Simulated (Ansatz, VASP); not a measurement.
# In4As4I: VASP beside Ansatz, part 2 of 2

Aim: how closely do two programs agree when they are given the same cell, functional and k mesh?  The structure shown is the end of the VASP relaxation below.

VASP 6.6.1 and Ansatz 0.2.0.

So far: Set-up; VASP: relaxation, LDA.

## (3) Ansatz: single point, LDA

Level of this step: Ansatz beside VASP: Kohn-Sham DFT, plane waves, LDA (Ansatz).

Ansatz runs on its default PAW (the set named soft_2) files.

The same cell, functional (in two slightly different forms), mesh and smearing now go to Ansatz, which takes its cutoff from its data sets.

Input file input.yaml:

```yaml
crystal:
  lattice:
    - [8.55316363, 0.0, 0.0]
    - [-4.27658181, 7.40725698, 0.0]
    - [0.0, 0.0, 23.91646804]
  atoms:
    - { symbol: As, position: [0.5, 0.0, 0.31191897] }
    - { symbol: As, position: [0.5, 0.5, 0.31191897] }
    - { symbol: As, position: [0.0, 0.0, 0.31191897] }
    - { symbol: As, position: [0.0, 0.5, 0.31191897] }
    - { symbol: As, position: [0.66815721, 0.81948856, 0.46801498] }
    - { symbol: As, position: [0.62276478, 0.31518371, 0.45600126] }
    - { symbol: As, position: [0.16695778, 0.81864506, 0.46871927] }
    - { symbol: As, position: [0.12327683, 0.31566436, 0.45605504] }
    - { symbol: In, position: [0.16666667, 0.83333333, 0.34841907] }
    - { symbol: In, position: [0.16666667, 0.33333333, 0.34841907] }
    - { symbol: In, position: [0.66666667, 0.83333333, 0.34841907] }
    - { symbol: In, position: [0.66666667, 0.33333333, 0.34841907] }
    - { symbol: In, position: [0.33051614, 0.63527957, 0.4985209] }
    - { symbol: In, position: [0.29416756, 0.15944767, 0.49547112] }
    - { symbol: In, position: [0.8288781, 0.63393884, 0.49895114] }
    - { symbol: In, position: [0.79423623, 0.15923926, 0.49526744] }
    - { symbol: I, position: [0.86154871, 0.40019896, 0.59068841] }
    - { symbol: I, position: [0.36859367, 0.41078793, 0.59023539] }
hamiltonian:
  xc: lda
  pseudopotentials: { kind: paw }
kpoints:
  mp_grid: { grid: [2, 2, 1] }
scf:
  occupations: { method: gaussian, width: 0.05 }
  n_extra_bands: 8
efield:
  axis: 3
  dipole_correction: true
  ramp_width: 0.04
output:
  forces: true
  eigenvalues: true
```

Run with:

```sh
> ansatz run input.yaml --threads 8 --pin off --max-ram 18432MiB --backend cpu --events-out ev --progress --plain --runs-dir out
```

Numbers of over 12 decimals in the logs are rounded to 6 here.

Output:

```text
scf.n_extra_bands = 8 over 129 filled bands (N_el = 258.0): the run solves 137 bands
Engine: ansatz 0.2.0, x86_64-unknown-linux-gnu
Pseudopotentials: kind: paw
Pseudopotential: As, paw, valence charge 15, recommended cutoff 420 eV (normal), As.paw.azcp
Pseudopotential: In, paw, valence charge 13, recommended cutoff 420 eV (normal), In.paw.azcp
Pseudopotential: I, paw, valence charge 17, recommended cutoff 420 eV (normal), I.paw.azcp
Functional definition: SPW92
  exchange = slater_x
  correlation = pw_c
Crystal: 18 atoms, lattice volume = 1515.239 Å³
Basis set: ecut = 420 eV, 29617 PW (Γ)
Bands: 137, of which v1, the nominal top of the filled ones, is band 129 counted from 1 (128 counted from 0)
Symmetry: 1 space group operations
Space group: P1 (ITA 1), of the structure as read, at distance tolerance 1.1e-4 Å
k-points: 4
Non-local potential: As, projectors of the file, l = 0: 2, l = 1: 2, l = 2: 3, l = 3: 1
Non-local potential: In, projectors of the file, l = 0: 2, l = 1: 2, l = 2: 2, l = 3: 2
Non-local potential: I, projectors of the file, l = 0: 2, l = 1: 2, l = 2: 2, l = 3: 2
PAW form: soft (Blöchl's): semilocal exchange-correlation on the pseudo side does not see the compensation charge
PAW frozen core: As, regenerated for the run's functional, and the local potential with it (the file was generated under x = pbe(κ = 0.804, μ = 0.219515), c = pbe(β = 0.066725))
PAW frozen core: In, regenerated for the run's functional, and the local potential with it (the file was generated under x = pbe(κ = 0.804, μ = 0.219515), c = pbe(β = 0.066725))
PAW frozen core: I, regenerated for the run's functional, and the local potential with it (the file was generated under x = pbe(κ = 0.804, μ = 0.219515), c = pbe(β = 0.066725))
PAW one-centre angular grid: As, 590 points (default); XC on 64 Gauss nodes
PAW one-centre angular grid: In, 590 points (default); XC on 64 Gauss nodes
PAW one-centre angular grid: I, 590 points (default); XC on 64 Gauss nodes
Initial density: superposition of atomic densities (neutral atoms: chi_scale 0, normalization atom), corrected by the library's trained network
Initial wavefunctions: pseudopotential atomic-orbital guess
Functional: x = slater, c = lda
SCF iter   1: F=—  HF=-96556.567764 eV  |F-HF|=—  |Δ(HF+E_count)|=         —  Δρ=4.35e-3  dr2=9.90e-1  ethr=1.77e-3  p=0.295 e·Å  D=3.52e-2 V/Å  ΔV_dip=-0.84 eV  dr2_dipole=2.60e-1  V_vac-E_F(+/−)=5.06/5.91 eV  ⟨swp⟩=6.8  Hψ=2413  notcnv=0
efield: sawtooth ramp at fractional position 0.9313 (placed from the atoms, in the widest stretch of the axis that holds none; the zero of the levels goes with the place), width 0.0400; the density the first Hamiltonian is built on has a dipole p = 0.295 e·Å; the dipole correction subtracts the counter field D = 3.52e-2 V/Å, which shifts the + side's vacuum level by -0.84 eV against the − side's; the planar-averaged density in the ramp window peaks in size at 2.1e-6 e/Å³
preconditioner: auto → LDOS  [metal: Δε(μ)=0.054 eV  Ē_g=11.061 eV  σ=0.050 eV  W_gap=0.48  n_scr=224 (ndim 8)  ℏωp=12.0 eV  f_vac=0.624  D(μ)=17.79/eV (n_scr^D=64)  β→1.0]
SCF iter   2: F=—  HF=-96556.469040 eV  |F-HF|=—  |Δ(HF+E_count)|=   9.87e-2  Δρ=2.62e-3  dr2=1.48e-1  ethr=3.84e-4  p=0.245 e·Å  D=2.92e-2 V/Å  ΔV_dip=-0.70 eV  dr2_dipole=2.82e-2  V_vac-E_F(+/−)=5.22/5.92 eV  ⟨swp⟩=3.0  Hψ=1043  notcnv=0  defer=11
SCF iter   3: F=—  HF=-96556.447284 eV  |F-HF|=—  |Δ(HF+E_count)|=   2.18e-2  Δρ=1.47e-3  dr2=1.01e-1  ethr=5.73e-5  p=0.223 e·Å  D=2.66e-2 V/Å  ΔV_dip=-0.64 eV  dr2_dipole=2.78e-2  V_vac-E_F(+/−)=5.25/5.88 eV  ⟨swp⟩=2.2  Hψ=1003  notcnv=0  defer=11
SCF iter   4: F=—  HF=-96556.429839 eV  |F-HF|=—  |Δ(HF+E_count)|=   1.74e-2  Δρ=4.92e-4  dr2=1.67e-2  ethr=3.90e-5  p=0.199 e·Å  D=2.38e-2 V/Å  ΔV_dip=-0.57 eV  dr2_dipole=4.96e-3  V_vac-E_F(+/−)=5.30/5.87 eV  ⟨swp⟩=2.0  Hψ=874  notcnv=0  defer=11
SCF iter   5: F=—  HF=-96556.428037 eV  |F-HF|=—  |Δ(HF+E_count)|=   1.80e-3  Δρ=2.64e-4  dr2=3.17e-3  ethr=6.49e-6  p=0.179 e·Å  D=2.14e-2 V/Å  ΔV_dip=-0.51 eV  dr2_dipole=4.80e-4  V_vac-E_F(+/−)=5.33/5.84 eV  ⟨swp⟩=2.5  Hψ=854  notcnv=0  defer=11
SCF iter   6: F=—  HF=-96556.427688 eV  |F-HF|=—  |Δ(HF+E_count)|=   3.49e-4  Δρ=1.37e-4  dr2=6.62e-4  ethr=1.23e-6  p=0.174 e·Å  D=2.07e-2 V/Å  ΔV_dip=-0.50 eV  dr2_dipole=7.33e-7  V_vac-E_F(+/−)=5.34/5.84 eV  ⟨swp⟩=2.0  Hψ=902  notcnv=0  defer=11
SCF iter   7: F=—  HF=-96556.427614 eV  |F-HF|=—  |Δ(HF+E_count)|=   7.44e-5  Δρ=6.43e-5  dr2=1.78e-4  ethr=2.56e-7  p=0.174 e·Å  D=2.08e-2 V/Å  ΔV_dip=-0.50 eV  dr2_dipole=2.06e-6  V_vac-E_F(+/−)=5.34/5.84 eV  ⟨swp⟩=2.0  Hψ=846  notcnv=0  defer=11
SCF iter   8: F=—  HF=-96556.427587 eV  |F-HF|=—  |Δ(HF+E_count)|=   2.70e-5  Δρ=2.34e-5  dr2=2.46e-5  ethr=6.91e-8  p=0.175 e·Å  D=2.08e-2 V/Å  ΔV_dip=-0.50 eV  dr2_dipole=2.06e-8  V_vac-E_F(+/−)=5.34/5.84 eV  ⟨swp⟩=2.0  Hψ=820  notcnv=0  defer=11
SCF iter   9: F=—  HF=-96556.427262 eV  |F-HF|=—  |Δ(HF+E_count)|=   3.25e-4  Δρ=7.85e-6  dr2=1.73e-6  ethr=9.53e-9  p=0.175 e·Å  D=2.09e-2 V/Å  ΔV_dip=-0.50 eV  dr2_dipole=8.39e-8  V_vac-E_F(+/−)=5.34/5.84 eV  ⟨swp⟩=2.0  Hψ=945  notcnv=0  defer=11
SCF iter  10: F=—  HF=-96556.427263 eV  |F-HF|=—  |Δ(HF+E_count)|=   1.28e-6  Δρ=3.02e-6  dr2=2.38e-7  ethr=6.69e-10  p=0.175 e·Å  D=2.09e-2 V/Å  ΔV_dip=-0.50 eV  dr2_dipole=6.83e-9  V_vac-E_F(+/−)=5.34/5.84 eV  ⟨swp⟩=2.0  Hψ=935  notcnv=0  defer=11
SCF iter  11: F=-96556.427263 eV  HF=-96556.427263 eV  |F-HF|=1.88e-9  |Δ(HF+E_count)|=   2.60e-7  Δρ=1.10e-6  dr2=3.38e-8  ethr=3.88e-11  p=0.175 e·Å  D=2.09e-2 V/Å  ΔV_dip=-0.50 eV  dr2_dipole=2.45e-11  V_vac-E_F(+/−)=5.34/5.84 eV  ⟨swp⟩=12.5  Hψ=2804  notcnv=0
SCF 1 converged in 11 iterations: F = -96556.427263 eV  dr2 = 3.38e-8
  greatest PAW one-centre occupation: 1.000 electrons in one spin orbital (limit 2), on the I atom at site 16 (counted from 0), in its partial waves of l = 2
SCF converged after 11 iterations
Free energy (F): -96556.427263 eV
Harris-Foulkes:  -96556.427263 eV  (|F-HF|=1.88e-9)
Internal energy: -96556.408526 eV  (E = F + TS)
E sigma→0 (E₀):  -96556.417895 eV
Entropy (-TS):   -0.018737 eV (-1.041 meV/atom)
Fermi energy:    -1.211645 eV
Dipole field:    D = 0.020921 V/Å  (p = 0.175190 e·Å, saw-weighted, corrected)
Work function:   Φ+ = 5.3375 eV   Φ− = 5.8379 eV
Levels:          The Fermi level and band energies are counted from a zero that moves with the ramp; work functions are not
--- Per-component energies (eV) ---
  E_band       = -5469.335807
  E_kinetic    = 3151.927931
  E_local      = -199482.105647  (includes V_loc(G=0)·N_el)
  E_nonlocal   = -2534.815271
  E_hartree    = 98265.679472
  E_xc         = -2586.210322
  E_vxc        = -1691.735127  (∫ρ·V_xc dr)
  E_paw        = -55470.380533  (= ΣΔE_a)
  E_vpaw       = -1446.955315  (= ΣTr[D̂ρ^β])
  E_aug_tail   = 0.000403  (compensation charges beyond the density's cutoff)
  E_efield     = 0.001833  (sawtooth field / dipole correction)
  E_vefield    = 2.980388  (∫n·V_field dr)
  E_ewald      = 62079.053046
  E_core_change = 20.440562  (= ΣΔE_core)
  E_smearing   = -0.018737  (= −TS)
  E_closure    = 0.000000  (closes the sum)
  Σ components = -96556.427263   (vs F -96556.427263, Δ=0.00e0)
--- Forces (eV/Å), atoms counted from 1 ---
  atom   1  As     0.09873991    -0.09200059    -0.07691482
  atom   2  As    -0.11257378     0.07965053    -0.06303004
  atom   3  As     0.10668039    -0.09280882    -0.07891132
  atom   4  As    -0.11183431     0.08007359    -0.05515420
  atom   5  As    -0.03687271     0.00767002     0.03096626
  atom   6  As     0.03523301     0.01527665    -0.00934442
  atom   7  As    -0.03814098     0.02116497     0.02891130
  atom   8  As     0.02620437     0.02596898    -0.00795597
  atom   9  In    -0.03524708    -0.03080016     0.45928042
  atom  10  In     0.05179116    -0.03629879    -0.16938462
  atom  11  In    -0.03137247    -0.03004801     0.45190101
  atom  12  In     0.04764224    -0.03486537    -0.17624325
  atom  13  In    -0.00104049     0.00444866    -0.06571241
  atom  14  In     0.00354844     0.04828683    -0.05450021
  atom  15  In     0.00224395     0.01243549    -0.07229446
  atom  16  In     0.00554184     0.04314235    -0.05912408
  atom  17  I     -0.00366178     0.00459470    -0.03576236
  atom  18  I     -0.00687092    -0.02588768    -0.04798467
  max |Σ_I F_I| component: 1.26e-3 eV/Å
--- Band table (eV) ---
  k-point 0: bands = [... 125 lower, -1.5991, -1.5386, -1.4679, -1.0014, -0.9602, -0.3880, -0.0281, 0.0491, ... 4 higher]
  k-point 1: bands = [... 125 lower, -1.6384, -1.6122, -1.3551, -1.2509, -1.1373, 0.2570, 0.3098, 0.5578, ... 4 higher]
  k-point 2: bands = [... 125 lower, -1.6285, -1.4490, -1.4388, -1.3159, -1.3128, 0.2443, 0.2546, 0.6388, ... 4 higher]
  k-point 3: bands = [... 125 lower, -1.6620, -1.4307, -1.4185, -1.2179, -1.2160, 0.3887, 0.4464, 0.5270, ... 4 higher]
```

The job ended after 10 s (8 threads of Intel Xeon Platinum 8488C (Sapphire Rapids), shared host; peak memory 4.2 GiB).

In the SCF lines HF is the Harris–Foulkes energy and dr2 the Hartree energy of the density residual, in eV; the loop may stop once dr2 is under the threshold and the program's other checks hold. Hψ counts applications of the Hamiltonian.

## (4) Differences

Known differences besides the PAW data sets themselves: the two LDA forms differ slightly; the data sets hold 258 valence electrons in Ansatz (default PAW (the set named soft_2) files) and 78 in VASP; the cutoff is 420 eV in Ansatz and 300 eV in VASP (PREC = Normal, projectors in real space); Ansatz makes its cores anew for this functional, VASP keeps those of its LDA data sets. Total energies have different zeros and are not compared.

Forces on 10 of the 18 atoms, picked by the larger force of the two programs (eV/Å; atoms numbered as in POSCAR):

| atom | Ansatz x, y, z | VASP x, y, z |
| --- | --- | --- |
| As1 | 0.099, -0.092, -0.077 | 0.102, -0.098, -0.171 |
| As2 | -0.113, 0.080, -0.063 | -0.116, 0.088, -0.158 |
| As3 | 0.107, -0.093, -0.079 | 0.110, -0.099, -0.173 |
| As4 | -0.112, 0.080, -0.055 | -0.116, 0.089, -0.151 |
| In9 | -0.035, -0.031, 0.459 | -0.037, -0.032, 0.532 |
| In10 | 0.052, -0.036, -0.169 | 0.067, -0.026, -0.185 |
| In11 | -0.031, -0.030, 0.452 | -0.033, -0.031, 0.522 |
| In12 | 0.048, -0.035, -0.176 | 0.063, -0.024, -0.192 |
| In15 | 0.002, 0.012, -0.072 | 0.000, 0.016, -0.010 |
| In16 | 0.006, 0.043, -0.059 | -0.002, 0.010, -0.005 |

The forces differ by 37 meV/Å r.m.s., which is 29.6 % of the r.m.s. force of 0.12 eV/Å (both taken over all components, held atoms included).

## (5) What moves the difference

The difference is large enough to ask for its cause, so further runs change the set-up of one program at a time, as the table lists.

| run | r.m.s. force difference (meV/Å) |
| --- | --- |
| as above | 37 |
| Ansatz's larger PAW set (cutoff 620 eV) | 37 |
| norm-conserving potentials (cutoff 1088 eV) | 39 |

## (6) Results

* r.m.s. force difference (single point, LDA): 37 meV/Å

What this shows: The r.m.s. force difference is 37 meV/Å (single point, LDA), beyond the 12 meV/Å picked in this series as the mark of a large difference. For single point, LDA: no further run halves the r.m.s. force difference; only Ansatz's side was varied, and Ansatz's runs with other potentials lie closer to each other than to VASP, which for this quantity points to VASP's side; this was not tested here. How closely two codes agree says nothing of how well the functional describes the real material.

[Lines on the potential files, build, host, timing and source positions are cut from VASP's logs without a mark.]

[Logs are printed without paths, hosts, clocks, repeated set-up lines and the standing remarks that a program may print on its own settings, such as how far it seeks lower states.]

[Hosts, paths, dates, database ids (printed as entryN), source tags and the programs' standing remarks are cut or masked in the printed files.]
